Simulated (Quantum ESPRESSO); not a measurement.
# BaTiO3: zone-centre phonons under several settings

```
Ba Ti O
1.0
     2.82737    1.63238    2.31839
    -2.82737    1.63238    2.31839
     0.00000   -3.26476    2.31839
Ba Ti O
1 1 3
Direct
  0.00000 0.00000 0.00000
  0.48450 0.48450 0.48450
  0.50860 0.01750 0.50860
  0.01750 0.50860 0.50860
  0.50860 0.50860 0.01750
```

All runs used Quantum ESPRESSO 7.5; k mesh 2 × 2 × 2, shifted; relaxed cell; no spin polarisation; cutoff 612 eV; occupations smeared at first, fixed for the response.

| level | potentials | volume (Å³/atom) | lowest optical mode without the field (cm⁻¹) | highest optical mode without the field (cm⁻¹) | sum of the Born charges (e) |
| --- | --- | --- | --- | --- | --- |
| LDA | GBRV 1.5 LDA | 12.23 | 174 | 504 | 0.62 |
| WC | GBRV 1.5 PBE | 12.59 | 167 | 493 | 0.65 |
| BLYP | GBRV 1.5 PBE | ? | ? | ? | ? |
| AM05 | GBRV 1.5 PBE | 12.63 | 163 | 490 | 0.67 |
| vdW-DF-cx | GBRV 1.5 PBE | 12.64 | 171 | 494 | 0.70 |

What stands in the row left open?

Volume 13.48 Å³/atom; lowest optical mode without the field 154 cm⁻¹; highest optical mode without the field 477 cm⁻¹; sum of the Born charges 0.83 e.

Caveats: all runs use coarse meshes; the cell relaxed to another space group than the one typed; the potentials were made for another functional, which shifts forces and pressure (some runs).

For the row left open. Caveat: the k mesh is coarse (spacing up to 0.78 Å⁻¹), so the values aren't converged; the mesh is thin for the dielectric tensor, Born charges and intensities, which usually come out too large; the potentials were made for another functional, which shifts forces and pressure; the cell relaxed to another space group than the one typed; the Born charges break their sum rule by 0.83 e, a sign of too thin a mesh.
